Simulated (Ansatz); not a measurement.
Ansatz input

```yaml
crystal:
  lattice:
    - [7.0686539647, 0.0, 0.0]
    - [-3.5343269823, 6.121633904, 0.0]
    - [0.0, 0.0, 4.3330848804]
  atoms:
    - { symbol: Ba, position: [0.0, 0.0, 0.0] }
    - { symbol: Ba, position: [0.3333333333, 0.6666666667, 0.5] }
    - { symbol: Ba, position: [0.6666666667, 0.3333333333, 0.5] }
hamiltonian:
  xc: rpbe
  pseudopotentials:
    kind: paw
    azcp:
      Ba: "pseudopotentials/Ba.paw.azcp"
basis:
  ecutwfc: 420
  fft_grid_basis: typed
kpoints:
  mp_grid: { grid: [5, 5, 7], shift: [0, 0, 0] }
magnetization:
  spin_polarized: false
scf:
  occupations: { method: fermi_dirac, width: 0.1 }
relax:
  max_steps: 60
  f_tol: 0.01
  cell: {}
```

and its output:

```
Engine: ansatz 0.2.0, aarch64-unknown-linux-gnu
Pseudopotentials: kind: paw
Pseudopotential: Ba, paw, valence charge 10, recommended cutoff 420 eV (normal) 
Functional definition: RPBE
  parameter kappa = 0.804
  parameter beta = 0.06672455060314922
  exchange = rpbe_x(kappa = kappa, mu = beta*pi^2/3)
  correlation = pbe_c(beta = beta)
Crystal: 3 atoms, lattice volume = 187.500 Å³
Basis set: ecut = 420 eV, 3621 PW (Γ), exchange–correlation on 96×96×60 points (8 copies of the dense FFT grid, shifted against one another)
Bands: 19, of which v1, the nominal top of the filled ones, is band 15 counted from 1 (14 counted from 0)
Symmetry: 24 space group operations
Space group: P6/mmm (ITA 191), of the structure as read, at distance tolerance 5.7e-5 Å
k-points: 20 of 175
Non-local potential: Ba, projectors of the file, l = 0: 3, l = 1: 2, l = 2: 2, l = 3: 2
PAW form: soft (Blöchl's): semilocal exchange-correlation on the pseudo side does not see the compensation charge
PAW frozen core: Ba, regenerated for the run's functional, and the local potential with it (the file was generated under x = pbe(κ = 0.804, μ = 0.2195149727645171), c = pbe(β = 0.06672455060314922))
PAW one-centre angular grid: Ba, 194 points (default); XC on 64 Gauss nodes
Initial density: superposition of atomic densities (neutral atoms: chi_scale 0, normalization atom), corrected by the library's trained network
Initial wavefunctions: pseudopotential atomic-orbital guess
Functional: x = rpbe, c = pbe(β = 0.06672455060314922)
SCF iter   1: F=—  HF=-17877.488142 eV  |F-HF|=—  |Δ(HF+E_count)|=         —  Δρ=2.35e-3  dr2=5.30e-2  ethr=1.77e-3  ⟨swp⟩=8.4  Hψ=4982  notcnv=0
automatic band count: the SCF goes on with 23 bands, as 19 were too few: the levels above may hold too much charge
SCF iter   2: F=—  HF=-17877.483844 eV  |F-HF|=—  |Δ(HF+E_count)|=   4.30e-3  Δρ=1.48e-3  dr2=2.11e-2  ethr=1.77e-4  ⟨swp⟩=1.0  Hψ=620  notcnv=0
SCF iter   3: F=—  HF=-17877.481580 eV  |F-HF|=—  |Δ(HF+E_count)|=   2.26e-3  Δρ=2.54e-4  dr2=1.49e-4  ethr=7.05e-5  ⟨swp⟩=1.9  Hψ=520  notcnv=0
SCF iter   4: F=—  HF=-17877.481646 eV  |F-HF|=—  |Δ(HF+E_count)|=   6.54e-5  Δρ=1.03e-4  dr2=3.35e-5  ethr=4.97e-7  ⟨swp⟩=3.0  Hψ=830  notcnv=0
SCF iter   5: F=—  HF=-17877.481709 eV  |F-HF|=—  |Δ(HF+E_count)|=   6.36e-5  Δρ=2.55e-5  dr2=1.55e-6  ethr=1.12e-7  ⟨swp⟩=2.6  Hψ=736  notcnv=0
SCF iter   6: F=—  HF=-17877.481709 eV  |F-HF|=—  |Δ(HF+E_count)|=   2.61e-7  Δρ=6.41e-6  dr2=1.85e-7  ethr=5.18e-9  ⟨swp⟩=3.0  Hψ=829  notcnv=0
SCF iter   7: F=-17877.481709 eV  HF=-17877.481709 eV  |F-HF|=1.98e-9  |Δ(HF+E_count)|=   1.25e-8  Δρ=1.98e-6  dr2=1.08e-8  ethr=3.33e-10  ⟨swp⟩=4.0  Hψ=1490  notcnv=0
...
Initial wavefunctions: pseudopotential atomic-orbital guess (no wavefunctions were taken with the density)
iter 1 solved again at ethr=1.10e-7 eV; its pass at ethr=3.10e-3 eV (dr2=3.29e-5 eV) is discarded
SCF iter   1: F=—  HF=-17877.549050 eV  |F-HF|=—  |Δ(HF+E_count)|=         —  Δρ=1.70e-5  dr2=5.85e-8  ethr=1.10e-7  ⟨swp⟩=3.4  Hψ=4237  notcnv=0
SCF iter   2: F=—  HF=-17877.549019 eV  |F-HF|=—  |Δ(HF+E_count)|=   3.10e-5  Δρ=9.03e-6  dr2=1.81e-8  ethr=1.95e-10  ⟨swp⟩=2.4  Hψ=795  notcnv=0
SCF iter   3: F=—  HF=-17877.549019 eV  |F-HF|=—  |Δ(HF+E_count)|=   3.29e-7  Δρ=4.29e-7  dr2=5.49e-10  ethr=6.04e-11  ⟨swp⟩=2.0  Hψ=814  notcnv=0
SCF iter   4: F=—  HF=-17877.549019 eV  |F-HF|=—  |Δ(HF+E_count)|=  3.24e-10  Δρ=1.52e-7  dr2=1.02e-10  ethr=1.83e-12  ⟨swp⟩=3.0  Hψ=861  notcnv=0
SCF iter   5: F=-17877.549019 eV  HF=-17877.549019 eV  |F-HF|=7.28e-12  |Δ(HF+E_count)|=  4.37e-11  Δρ=5.63e-8  dr2=1.13e-11  ethr=1.00e-12  ⟨swp⟩=6.0  Hψ=1974  notcnv=0
SCF 5 converged in 5 iterations: F = -17877.549019 eV  dr2 = 1.13e-11
relax step   5: F+E_penalty+E_count = -17877.54901903 eV  Δ(F+E_penalty+E_count) = -2.011e-4 eV  max|allowed force component| = 1.619e-17 eV/Å  Δτ_max = 0.0000 Å  P = +0.007 GPa  Ω = 208.834 Å³  stress off target by 1.99e-2 GPa  SCF on the basis re-selected at this cell (its energy is not comparable with the rows above)  (5 SCF iters)
basis re-selected at this cell: Δ(F+E_penalty+E_count) = -2.011e-4 eV, ΔP = +0.000 GPa vs the last step (what re-selecting the basis moved, of the pressure what is left beyond the Pulay correction that the steps carried, after the strain that the cell walked since its last selection, with what the two solves' SCF thresholds leave and, on support functions, any second-order correction that the steps lacked; it is no measure of the basis error at this ecutwfc). The dense FFT grid was sized anew with the basis: this SCF ran on 50×50×30 points, the steps before it on 48×48×30, so part of this shift can come from that change (see relax.cell in the input reference). This SCF's stress stands 1.99e-2 GPa from its target on what of the cell is left free (relax.cell.stress_tol is 5.00e-2 GPa) and its largest allowed force component is 1.62e-17 eV/Å (relax.f_tol is 1.00e-2 eV/Å): within both
SCF converged after 5 iterations
Free energy (F): -17877.549019 eV
Harris-Foulkes:  -17877.549019 eV  (|F-HF|=7.28e-12)
Internal energy: -17877.354945 eV  (E = F + TS)
E sigma→0 (E₀):  -17877.451982 eV
Entropy (-TS):   -0.194074 eV (-64.691 meV/atom)
Fermi energy:    5.246926 eV
--- Per-component energies (eV) ---
  E_band       = -278.248904
  E_kinetic    = 498.237178
  E_local      = -1210.013745  (includes V_loc(G=0)·N_el)
  E_nonlocal   = 169.015977
  E_hartree    = 384.584201
  E_xc         = -500.081065
  E_vxc        = -399.456671  (∫ρ·V_xc dr)
  E_paw        = -15704.716431  (= ΣΔE_a)
  E_vpaw       = -105.200100  (= ΣTr[D̂ρ^β])
  E_aug_tail   = -0.000005  (compensation charges beyond the density's cutoff)
  E_ewald      = -1514.231213
  E_core_change = -0.149842  (= ΣΔE_core)
  E_smearing   = -0.194074  (= −TS)
  E_closure    = -0.000000  (closes the sum)
  Σ components = -17877.549019   (vs F -17877.549019, Δ=0.00e0)
--- Forces (eV/Å), atoms counted from 1 ---
  atom   1  Ba     0.00000000     0.00000000     0.00000000
  atom   2  Ba     0.00000000     0.00000000    -0.00000000
  atom   3  Ba    -0.00000000     0.00000000     0.00000000
  max |Σ_I F_I| component: 1.39e-17 eV/Å
--- Stress (GPa, compression-positive) ---
        0.000951      -0.000000       0.000000
       -0.000000       0.000951       0.000000
        0.000000       0.000000       0.019904
  P = ⅓ Tr σ = 0.0073 GPa (0.073 kbar)
--- Relaxed structure (4 steps of the walk, 4 accepted, 1 SCFs on fresh bases) ---
  F+E_penalty+E_count = -17877.54901903 eV   max|allowed force component| = 1.619e-17 eV/Å   (the final SCF, on the basis selected at the relaxed cell)
  cell:  # Å, volume = 208.8342 Å³
    - [7.404068856189627, -3.0237461497968595e-11, 3.344662925719751e-29]
    - [-3.702034428068628, 6.412111720844528, -7.091724684658077e-18]
    - [2.648779697617478e-33, -5.019745624925483e-18, 4.398758646228965]
  atoms:
    - { symbol: Ba, position: [-3.5767099685983366e-35, 8.040044612525676e-35, 0.0] }
    - { symbol: Ba, position: [0.3333333333333335, 0.6666666666666669, 0.5] }
    - { symbol: Ba, position: [0.6666666666666667, 0.33333333333333337, 0.5] }
```
